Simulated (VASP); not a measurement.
# H (I4/mmm) in VASP: notebook

One crystal, H, is run at these levels: PBE; tasks: single point.

Everything below comes from runs of VASP 6.6.1. Logs are shortened: lines on timing, memory, paths and dates and some standing lists are left out, and cuts for length are marked.

**1. The structure**

The structure is tetragonal, space group I4/mmm (No. 139). The conventional cell has a = 3.383 Å, b = 3.383 Å, c = 4.117 Å, α = 90.00°, β = 90.00°, γ = 90.00°. Around H (site symmetry 4mm) lie 1 H at 0.74 Å.

**2. Single point, PBE**

Input file INCAR:

```
SYSTEM = H
  PREC = Accurate
  ENCUT = 450
  EDIFF = 1E-6
  ISMEAR = 0
  SIGMA = 0.05
  LREAL = .FALSE.
  LASPH = .TRUE.
  NELM = 100
  ALGO = Normal
  ISIF = 2
  LWAVE = .FALSE.
  LCHARG = .FALSE.
  GGA = PE
  ADDGRID = .FALSE.
```

Input file KPOINTS:

```
Automatic mesh
0
G
  3 3 3
  0 0 0
```

Input file POSCAR:

```
H
1.0
   -1.6915344700      1.6915344700      2.0584739900
    1.6915344700     -1.6915344700      2.0584739900
    1.6915344700      1.6915344700     -2.0584739900
H
2
Direct
    0.0961830000      0.0949540000      0.0224580000
    0.9170920000      0.8909110000      0.0100700000
```

Potentials or basis: VASP PAW PBE potentials, release 64 (H).

Launch:

```console
> cat potpaw_PBE.64/H/POTCAR > POTCAR
> mpirun -np 1 vasp_std > vasp.out
```

OUTCAR:

```text
SYSTEM = H
   PREC = Accurate
   ENCUT = 450
   EDIFF = 1E-6
   ISMEAR = 0
   LREAL = .FALSE.
   LASPH = .TRUE.
   NELM = 100
   ISIF = 2
   GGA = PE

 Found     14 irreducible k-points:

 Following reciprocal coordinates:
            Coordinates               Weight
  0.000000  0.000000  0.000000      1.000000
  0.333333 -0.000000  0.000000      2.000000
 -0.000000  0.333333  0.000000      2.000000
 -0.000000  0.333333 -0.333333      2.000000
  0.333333 -0.000000 -0.333333      2.000000
  0.333333  0.333333  0.000000      2.000000
   k-points           NKPTS =     14   k-points in BZ     NKDIM =     14   number of bands    NBANDS=      5
   number of dos      NEDOS =    301   number of ions     NIONS =      2
   total plane-waves  NPLWV =  13824
   dimension x,y,z NGX =    24 NGY =   24 NGZ =   24
   dimension x,y,z NGXF=    48 NGYF=   48 NGZF=   48
   ions per type =               2
   NGX,Y,Z   is equivalent  to a cutoff of  12.64, 12.64, 12.64 a.u.
   NGXF,Y,Z  is equivalent  to a cutoff of  25.29, 25.29, 25.29 a.u.
 SYSTEM =  H
   PREC   = accura    normal or accurate (medium, high low for compatibility)
   ISTART =      0    job   : 0-new  1-cont  2-samecut
   ICHARG =      2    charge: 1-file 2-atom 10-const
   ISPIN  =      1    spin polarized calculation?
   LNONCOLLINEAR =      F non collinear calculations
   LSORBIT =      F    spin-orbit coupling
   LASPH  =      T    aspherical Exc in radial PAW
   ENCUT  =  450.0 eV  33.07 Ry    5.75 a.u.   5.46  5.46  5.46*2*pi/ulx,y,z
   NELM   =    100;   NELMIN=  2; NELMDL= -5     # of ELM steps
   EDIFF  = 0.1E-05   stopping-criterion for ELM
   LREAL  =      F    real-space projection
   EDIFFG = 0.1E-04   stopping-criterion for IOM
   NSW    =      0    number of steps for IOM
   IBRION =     -1    ionic relax: 0-MD 1-quasi-New 2-CG
   NFREE  =      0    steps in history (QN), initial steepest desc. (CG)
   ISIF   =      2    stress and relaxation
   ISYM   =      2    0-nonsym 1-usesym 2-fastsym
   POTIM  = 0.5000    time-step for ionic-motion
   TEBEG  =    0.0;   TEEND  =   0.0 temperature during run
   PSTRESS=    0.0 pullay stress
   NELECT =       2.0000    total number of electrons
   NUPDOWN=      -1.0000    fix difference up-down
   EMIN   =  10.00;   EMAX   =-10.00  energy-range for DOS
   EFERMI =   0.00;   METHOD = LEGACY
   ISMEAR =     0;   SIGMA  =   0.05  broadening in eV -4-tet -1-fermi 0-gaus
   EFERMI_NEDOS =   21; number of points for ismear=-14 and -15
   IALGO  =     38    algorithm
   IMIX   =      4    mixing-type and parameters
     AMIX     =   0.40;   BMIX     =  1.00
     AMIX_MAG =   1.60;   BMIX_MAG =  1.00
  volume/ion in A,a.u.               =      11.78        79.49
  Fermi-wavevector in a.u.,A,eV,Ry     =   0.719497  1.359653  7.043413  0.517676
  Thomas-Fermi vector in A             =   1.808708
   LORBIT       =      0    0 simple, 1 ext, 2 COOP (PROOUT), +10 PAW based schemes
   GGA     = PE    functional components
   LHFCALC =     F    Hartree Fock is set to
   AEXX    =    0.0000 exact exchange contribution
   IVDW    =     0    specifies the selected vdW correction
   LEPSILON=     F    determine dielectric tensor
   LRPA    =     F    only Hartree local field effects (RPA)
 non-spin polarized calculation
 Gauss-broadening in eV      SIGMA  =   0.05
  energy-cutoff  :      450.00
  volume of cell :       23.56
 maximum number of plane-waves:       516
 NGX is ok and might be reduce to    24
   NGX = 11   NGY = 11   NGZ = 11

 number of electron       2.0000000 magnetization

 Free energy of the ion-electron system (eV)
  ---------------------------------------------------
  ext. energy  EPLUGINS =         0.00000000
  ---------------------------------------------------
  free energy    TOTEN  =        -6.77666515 eV

  energy without entropy =       -6.77666515  energy(sigma->0) =       -6.77666515

 E-fermi :  -8.1254     XC(G=0):  -5.3807

 val. band max:       -8.4068114419   @ k =  -0.3333   0.3333   0.3333
 cond. band min:       1.6170439128   @ k =  -0.3333  -0.3333   0.3333
 fundamental gap:     10.0238553547
 Fermi energy:        -8.1254184780

 k-point     1 :       0.0000    0.0000    0.0000
  band No.  band energies     occupation
      1     -10.4387      2.00000
      2       5.5920      0.00000
      3       8.6343      0.00000
      4      15.3780      0.00000
      5      15.3895      0.00000

 k-point     2 :       0.3333   -0.0000    0.0000
  band No.  band energies     occupation
      1      -9.3251      2.00000
      2       1.8554      0.00000
      3       9.2577      0.00000
      4      10.6426      0.00000
      5      12.5965      0.00000

 k-point     3 :      -0.0000    0.3333    0.0000
  band No.  band energies     occupation
      1      -9.2984      2.00000
      2       1.6492      0.00000
      3       9.2502      0.00000
      4      11.0978      0.00000
      5      12.5308      0.00000

 k-point     4 :      -0.0000    0.3333   -0.3333
  band No.  band energies     occupation
      1      -9.3119      2.00000
      2       1.7521      0.00000
      3       9.2561      0.00000
      4      10.8538      0.00000
      5      12.5740      0.00000

 k-point     5 :       0.3333   -0.0000   -0.3333
  band No.  band energies     occupation
      1      -9.3376      2.00000
      2       1.9557      0.00000
      3       9.2533      0.00000
      4      10.4619      0.00000
      5      12.6076      0.00000

 k-point     6 :       0.3333    0.3333    0.0000
  band No.  band energies     occupation
      1      -8.5255      2.00000
      2       2.0222      0.00000
      3       4.2187      0.00000
      4       9.4040      0.00000
      5      11.3926      0.00000

 [... further k-points ...]

------------------------ aborting loop because EDIFF is reached ----------------------------------------

  FORCE on cell =-STRESS in cart. coord.  units (eV):
  Direction    XX          YY          ZZ          XY          YZ          ZX
  --------------------------------------------------------------------------------------
  -------------------------------------------------------------------------------------
  Total       -0.0242082     -0.0208722     -0.4221960      0.0007964      0.0124202     -0.0368929
  in kB       -1.6462914     -1.4194229    -28.7116120      0.0541581      0.8446412     -2.5089138
  external PRESSURE =     -10.5924421 kB  Pullay stress =       0.0000000 kB

 VOLUME and BASIS-vectors are now :
 -----------------------------------------------------------------------------
  energy-cutoff  :      450.00
  volume of cell :       23.56
      direct lattice vectors                 reciprocal lattice vectors
    -1.691534470  1.691534470  2.058473990     0.000000000  0.295589602  0.242898381
     1.691534470 -1.691534470  2.058473990     0.295589602  0.000000000  0.242898381
     1.691534470  1.691534470 -2.058473990     0.295589602  0.295589602  0.000000000

 POSITION                                       TOTAL-FORCE (eV/Angst)
 -----------------------------------------------------------------------------------
      0.03591      0.04007      0.34722        -0.045387      0.015296     -0.504411
     -0.02725      0.06132      3.70100         0.045387     -0.015296      0.504411
 -----------------------------------------------------------------------------------
    total drift:                                0.000001      0.000001      0.000002

  FREE ENERGIE OF THE ION-ELECTRON SYSTEM (eV)
  ---------------------------------------------------
  free  energy   TOTEN  =        -6.7766651545 eV

  energy  without entropy=       -6.7766651545  energy(sigma->0) =       -6.77666515
```

It took 1.7 s on 1 thread of Intel Xeon Platinum 8488C (Sapphire Rapids), shared host; peak memory 0.12 GiB.

The run converged, but some of its settings lie outside the range that counts as converged, so its numbers aren't taken as properties of the crystal.

Results:

| Quantity | Value |
| --- | --- |
| Free energy | -6.7767 eV |
| Pressure | -1.1 GPa |
| Largest force | 0.507 eV/Å |
| Band gap on the k mesh | 10.02 eV, indirect (least direct gap 10.28 eV) |

Caveat: the k mesh is coarse (spacing up to 0.88 Å⁻¹), so the values aren't converged; an odd mesh through Γ misses points on the zone boundary, where band edges often lie.

**3. Single point, PBE**

Edit INCAR of step 2 so:

```diff
@@ -2,3 +2,3 @@
   PREC = Accurate
-  ENCUT = 450
+  ENCUT = 300
   EDIFF = 1E-6
```

Input file KPOINTS:

```
Automatic mesh
0
G
  4 4 4
  0 0 0
```

Input file POSCAR:

```
H
1.0
   -1.6915344700      1.6915344700      2.0584739900
    1.6915344700     -1.6915344700      2.0584739900
    1.6915344700      1.6915344700     -2.0584739900
H
2
Direct
    0.0901377100      0.0901377100      0.0000000000
    0.9098622900      0.9098622900      0.0000000000
```

Potentials or basis: VASP PAW PBE potentials, release 64 (H).

Launch:

```console
> cat potpaw_PBE.64/H/POTCAR > POTCAR
> mpirun -np 1 vasp_std > vasp.out
```

It took 1.4 s on 1 thread of Intel Xeon Platinum 8488C (Sapphire Rapids), shared host; peak memory 0.1 GiB.

These settings aren't checked as converged: the numbers below hold their error.

What came out:

- Free energy: -6.7341 eV
- Pressure: -1.5 GPa
- Largest force: 0.280 eV/Å
- Band gap on the k mesh: 8.89 eV, indirect (least direct gap 9.71 eV)

Caveat: the k mesh is coarse (spacing up to 0.66 Å⁻¹), so the values aren't converged; the cutoff is under 1.25 times the usual one of these potentials, so pressure, stress and relaxed cells hold a basis-set (Pulay) error.

**4. Single point, PBE**

INCAR is that of step 3.

KPOINTS is that of step 3.

Input file POSCAR:

```
H
1.0
   -1.6915344700      1.6915344700      2.0584739900
    1.6915344700     -1.6915344700      2.0584739900
    1.6915344700      1.6915344700     -2.0584739900
H
2
Direct
    0.0961830000      0.0949540000      0.0224580000
    0.9170920000      0.8909110000      0.0100700000
```

Launch:

```console
> cat potpaw_PBE.64/H/POTCAR > POTCAR
> mpirun -np 1 vasp_std > vasp.out
```

Wall time 1.8 s (1 thread of Intel Xeon Platinum 8488C (Sapphire Rapids), shared host); peak memory 0.1 GiB.

The run converged, but some of its settings lie outside the range that counts as converged, so its numbers aren't taken as properties of the crystal.

Results:

```yaml
Free_energy: -6.7312 eV
Pressure: -2.8 GPa
Largest_force: 0.496 eV/Å
Band_gap_on_the_k_mesh: 8.46 eV, indirect (least direct gap 9.27 eV)
```

Caveat: the k mesh is coarse (spacing up to 0.66 Å⁻¹), so the values aren't converged; the cutoff is under 1.25 times the usual one of these potentials, so pressure, stress and relaxed cells hold a basis-set (Pulay) error.

**5. Single point, PBE**

Edit INCAR of step 4 so:

```diff
@@ -2,3 +2,3 @@
   PREC = Accurate
-  ENCUT = 300
+  ENCUT = 550
   EDIFF = 1E-6
```

Input file KPOINTS:

```
Automatic mesh
0
G
  3 3 3
  0 0 0
```

Input file POSCAR:

```
H
1.0
   -1.6915344700      1.6915344700      2.0584739900
    1.6915344700     -1.6915344700      2.0584739900
    1.6915344700      1.6915344700     -2.0584739900
H
2
Direct
    0.0901377100      0.0901377100      0.0000000000
    0.9098622900      0.9098622900      0.0000000000
```

Launch:

```console
> cat potpaw_PBE.64/H/POTCAR > POTCAR
> mpirun -np 1 vasp_std > vasp.out
```

It took 1.5 s on 1 thread of Intel Xeon Platinum 8488C (Sapphire Rapids), shared host; peak memory 0.12 GiB.

These settings aren't checked as converged: the numbers below hold their error.

Results:

- Free energy: -6.7851 eV
- Pressure: 0.6 GPa
- Largest force: 0.274 eV/Å
- Band gap on the k mesh: 10.28 eV, indirect (least direct gap 10.52 eV)

Caveat: the k mesh is coarse (spacing up to 0.88 Å⁻¹), so the values aren't converged; an odd mesh through Γ misses points on the zone boundary, where band edges often lie.
